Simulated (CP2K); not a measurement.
Write the native input for CP2K 2026.2 that does the following.

```
Task                                : atomic charges
Functional                          : PBE
Potentials or basis                 : POTENTIAL_UZH Ta GTH-PBE-q13; TZVP-MOLOPT-PBE-GTH basis
Density cutoff                      : 6123 eV
k mesh                              : 11 × 11 × 11
Occupations                         : fermi-dirac, width 0.05 eV
Spin                                : no spin polarisation
SCF solver                          : diagonalisation with k points
Quickstep method                    : GPW
EPS_DEFAULT                         : 1.0E-9
EPS_SCF                             : 1.0E-6
MAX_SCF                             : 100
SCF_GUESS                           : ATOMIC
k points reduced by the point group : yes
Mesh centred on Gamma               : yes
CHOLESKY                            : OFF
EPS_EIGVAL                          : 1.0E-7
MIXING METHOD                       : BROYDEN_MIXING
MIXING ALPHA                        : 0.4
NBUFFER                             : 8
NGRIDS                              : 4
Basis sets                          : Ta TZVP-MOLOPT-PBE-GTH-q13
Potentials                          : Ta GTH-PBE-q13 of POTENTIAL_UZH
ADDED_MOS                           : [11]
Hirshfeld SHAPE_FUNCTION            : GAUSSIAN
VORONOI_RADII                       : UNITY
REL_CUTOFF (Ry)                     : 60 Ry
MIXING BETA (1/bohr)                : 1.5 1/bohr
CUTOFF of the grids                 : 450 Ry
```

Crystal: Ta.

```
CELL_PARAMETERS angstrom
2.86010 0.00000 0.00000
-0.95337 2.69653 0.00000
-0.95337 -1.34826 2.28856
ATOMIC_POSITIONS crystal
Ta 0.00000 0.00000 0.00000
```

The cell isn't the ideal one: strain_c = -0.02.

The input as run:

ta_charges.inp

```
&GLOBAL
  PROJECT ta_charges
  RUN_TYPE ENERGY_FORCE
  PRINT_LEVEL LOW
&END GLOBAL
&FORCE_EVAL
  METHOD QS
  STRESS_TENSOR ANALYTICAL
  &DFT
    BASIS_SET_FILE_NAME BASIS_MOLOPT_UZH
    POTENTIAL_FILE_NAME POTENTIAL_UZH
    &MGRID
      CUTOFF 450
      REL_CUTOFF 60
      NGRIDS 4
    &END MGRID
    &QS
      METHOD GPW
      EPS_DEFAULT 1.0E-9
    &END QS
    &KPOINTS
      SCHEME MONKHORST-PACK 11 11 11
      GAMMA_CENTERED T
      SYMMETRY T
      SYMMETRY_BACKEND SPGLIB
    &END KPOINTS
    &SCF
      SCF_GUESS ATOMIC
      EPS_SCF 1.0E-6
      MAX_SCF 100
      ADDED_MOS 11
      CHOLESKY OFF
      EPS_EIGVAL 1.0E-7
      &DIAGONALIZATION ON
        ALGORITHM STANDARD
      &END DIAGONALIZATION
      &MIXING ON
        METHOD BROYDEN_MIXING
        ALPHA 0.4
        BETA 1.5
        NBUFFER 8
      &END MIXING
      &SMEAR ON
        METHOD FERMI_DIRAC
        ELECTRONIC_TEMPERATURE [K] 580.226
      &END SMEAR
    &END SCF
    &XC
      &XC_FUNCTIONAL PBE
      &END XC_FUNCTIONAL
    &END XC
    &PRINT
      &KPOINTS ON
      &END KPOINTS
      &MULLIKEN ON
      &END MULLIKEN
      &MO ON
        ENERGIES T
        OCCUPATION_NUMBERS T
        &EACH
          QS_SCF 0
        &END EACH
        ADD_LAST NUMERIC
      &END MO
      &LOWDIN ON
      &END LOWDIN
      &HIRSHFELD ON
        SHAPE_FUNCTION GAUSSIAN
      &END HIRSHFELD
      &VORONOI ON
        VORONOI_RADII UNITY
      &END VORONOI
    &END PRINT
  &END DFT
  &SUBSYS
    &CELL
      A 2.8601008575 0.0000000000 0.0000000000
      B -0.9533669525 2.6965289483 0.0000000000
      C -0.9533669525 -1.3482644742 2.2885573198
      PERIODIC XYZ
    &END CELL
    &COORD
      Ta  0.0000000000 0.0000000000 0.0000000000
    &END COORD
    &KIND Ta
      BASIS_SET TZVP-MOLOPT-PBE-GTH-q13
      POTENTIAL GTH-PBE-q13
    &END KIND
    &PRINT
      &ATOMIC_COORDINATES ON
      &END ATOMIC_COORDINATES
      &CELL ON
      &END CELL
    &END PRINT
  &END SUBSYS
  &PRINT
    &FORCES ON
    &END FORCES
    &STRESS_TENSOR ON
    &END STRESS_TENSOR
  &END PRINT
&END FORCE_EVAL
```

Potentials or basis: POTENTIAL_UZH Ta GTH-PBE-q13; TZVP-MOLOPT-PBE-GTH basis.

Run with:

```console
$ OMP_NUM_THREADS=1 cp2k.psmp -i ta_charges.inp -o ta_charges.out
```

It gave:

```json
{
  "Pressure": "5.9 GPa",
  "Band gap on the k mesh": "none (metal or under the smearing width)"
}
```

Caveat: the basis of atomic orbitals isn't converged, which shifts pressures, moduli and gaps.

It took 100 s on 1 thread of Arm Neoverse V1 (shared host), peak memory 0.29 GiB.
